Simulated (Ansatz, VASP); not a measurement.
## V in VASP and in Ansatz

```
V
1.0
     0.00000    1.90992    1.90992
     1.90992    0.00000    1.90992
     1.90992    1.90992    0.00000
V
1
Direct
  0.00000 0.00000 0.00000
```

Alike in both runs: functional PBE; k mesh 8 × 8 × 8; occupations gaussian, width 0.1 eV; no spin polarisation.

Ansatz relaxed the structure, and its values are those at the end. VASP's run is a single point on that final structure, the one shown.

```csv
,VASP,Ansatz
version,VASP 6.6.1,Ansatz 0.2.0
potentials or method,"VASP PAW PBE potentials, release 64 (V_sv)","scalar-relativistic, plane waves, PAW"
plane-wave cutoff (eV),520,420
valence electrons in the cell,13,13
```

|  | VASP | Ansatz | Ansatz less VASP |
| --- | --- | --- | --- |
| gap on the k mesh at the Fermi level (eV) | none | none | - |
| pressure (GPa) | 0.2 | 0.0 | -0.20 |

A gap of «none» marks a metal or a gap that the smearing closes. With one functional, cell and mesh, what is left measures potentials, basis and numerics.
